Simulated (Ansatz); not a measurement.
The system is TiTe2.

```
CELL_PARAMETERS angstrom
3.77700 0.00000 0.00000
-1.88850 3.27098 0.00000
0.00000 0.00000 6.49800
ATOMIC_POSITIONS crystal
Te 0.33333 0.66667 0.73720
Te 0.66667 0.33333 0.26280
Ti 0.00000 0.00000 0.00000
```

```yaml
Program: Ansatz 0.2.0
Task: relaxation of cell and atoms
Functional: BLYP
Dispersion: D3(BJ)
Potentials_or_basis: Ansatz PAW
Cutoff: "420 eV (not typed: the program's choice for these potentials)"
k_mesh: 8 × 8 × 4
Occupations: fermi-dirac, width 0.05 eV
Spin: no spin polarisation
```

At the start: volume 26.76 Å³/atom.

Task: How do energy, volume and symmetry change on relaxing?

Result: It ends after 6 steps and the volume is 25.43 Å³/atom (-5.0 %); space group P-3m1 (No. 164, to 0.05 Å).

Step by step:
```csv
step,energy change (eV),largest force (eV/Å),volume (Å³)
1,0.0000,0.0448,80.28
2,-0.0184,0.0624,78.48
3,-0.0291,0.0115,75.73
4,-0.0296,0.0060,76.29
5,-0.0296,0.0008,76.30
6,-0.0288,0.0008,76.30
```

Final structure:
```cif
data_structure
_symmetry_space_group_name_H-M 'P 1'
_symmetry_Int_Tables_number 1
_cell_length_a 3.7443
_cell_length_b 3.7443
_cell_length_c 6.2844
_cell_angle_alpha 90.000
_cell_angle_beta 90.000
_cell_angle_gamma 120.000
_cell_volume 76.30
loop_
_atom_site_label
_atom_site_type_symbol
_atom_site_fract_x
_atom_site_fract_y
_atom_site_fract_z
_atom_site_occupancy
Te1 Te 0.33333 0.66667 0.72914 1
Te2 Te 0.66667 0.33333 0.27086 1
Ti1 Ti 0.00000 0.00000 0.00000 1
```

Caveat: the plane-wave basis is chosen anew once the cell has moved, so the energies of steps on either side of that aren't comparable; the PAW data sets come from PBE, with cores solved anew for the run's functional, which leaves a small shift of forces and pressure.
